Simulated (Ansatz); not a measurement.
## Lattice vibrations of MoP at Γ at -1 GPa

All numbers below come from DFT LDA, scalar-relativistic, plane waves, PAW in Ansatz. Settings: 420 eV plane-wave cutoff, Γ-centred 18×18×14 mesh, Fermi-Dirac smearing of 0.15 eV. No spin polarisation. Phonons by linear response, acoustic sum rule imposed.

The cell, relaxed at -1 GPa:
```
Mo P
1.0
     3.19945    0.00000    0.00000
    -1.59972    2.77080    0.00000
     0.00000    0.00000    3.15730
Mo P
1 1
Direct
  0.00000 0.00000 0.00000
  0.33333 0.66667 0.50000
```

In a metal, frequencies and elastic constants depend on the k mesh and the smearing, soft modes and shear constants most.

Task: Is this structure stable against zone-centre distortions?

Result: Yes, at Γ: no optical mode is imaginary. Strains and other wave vectors aren't tested by this run.

Task: List the optical modes at Γ (i marks imaginary ones).

Result:
| frequency (meV) | degeneracy |
| --- | --- |
| 50.5 | 1 |
| 51.2 | 2 |

Cost: 1 run of about 0.93 core-minutes, on Intel Xeon 6975P-C (Granite Rapids) (shared hosts).